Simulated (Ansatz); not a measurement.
The system is CuO.

```xyz
4
Lattice="0.0000 -2.1166 -2.1166 -2.1166 0.0000 -2.1166 2.1166 2.1166 -4.2331" Properties=species:S:1:pos:R:3 pbc="T T T"
Cu    0.0233   -0.0336   -4.1419
Cu    0.0233    2.0829   -6.2584
O    -0.0233    0.0336   -6.4409
O    -0.0233    0.0336   -2.2078
```

The cell comes from a database or a generator and needn't be the stable form of this composition.

The cell isn't the ideal one: all O atoms moved 0.2 Å in one direction.

Base run:

* Program: Ansatz 0.2.0
* Functional: PBE
* Potentials or basis: Ansatz PAW
* Cutoff: 420 eV (not typed: the program's choice for these potentials)
* k mesh: 10 × 10 × 6
* Occupations: fermi-dirac, width 0.05 eV
* Spin: no spin polarisation
* Hubbard terms: Cu d U = 4 eV

Its results: band gap on the k mesh none (metal or under the smearing width); pressure 7.5 GPa; largest force 1.318 eV/Å.

Task: The run is repeated on the same cell with these changes: hubbard terms from Cu d U = 4 eV to Cu d U = 1 eV. What comes out?

Result: Band gap on the k mesh none (metal or under the smearing width); pressure 6.0 GPa; largest force 1.233 eV/Å.

Caveats: the run has no spin polarisation, though such a crystal can be magnetic; U without spin polarisation on a metal has little footing; forces of over 1 eV/Å show positions far from the minimum, so gaps and moduli don't describe the material at rest.
